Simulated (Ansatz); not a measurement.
# Is this AlP5 stable against decomposition?

Computed with DFT PBE, scalar-relativistic, plane waves, PAW in Ansatz. All cells share a 420 eV cutoff and Γ-centred k meshes spaced at most about 0.3 Å⁻¹ (about 0.25 or finer for metals, 2π included). No spin polarisation.

The zero of energy is the elements' standard structures at the same level; no fitted shifts are applied. The references include black phosphorus.

All energies are static (0 K, no zero-point motion). The reference form of P is held partly by dispersion forces, which this level lacks.

The competitors are the elements and 1 reference phase of this chemical system (from databases or known types: AlP), relaxed at the same level; other known phases may be missing.

The candidate was reached from: random cell.

```
Al P
1.0
     7.92043    0.00000    0.00000
    -3.96022    6.85930    0.00000
     0.00000    0.00000    2.38713
Al P
1 5
Cartesian
  0.0000 0.0000 1.1936
  3.9602 0.0000 1.1936
  -1.9801 3.4296 1.1936
  1.9801 3.4296 1.1936
  0.0000 4.5729 1.1936
  3.9602 2.2864 1.1936
```

Q: Where does it stand against these competitors?

A: Not stable. Its formation energy is 0.498 eV/atom. The lowest competing mixture at this composition is this:

```tsv
phase	space group	source	share of atoms	ΔE_f (eV/atom)
P	-	element	0.6667	-0.0005
AlP	F-43m (No. 216)	Materials Project	0.3333	-0.633
```

The lowest database cell of P (-0.0005) lies slightly below the reference, hence the non-zero entry.

The mixture lies at -0.211 eV/atom, and the candidate lies 0.71 eV/atom above it. The candidate matches no cell in the subsets of the Crystallography Open Database and the Materials Project at hand. A phase this far over the hull is unlikely to be made. It holds P–P bonds in all directions (shortest 2.29 Å).
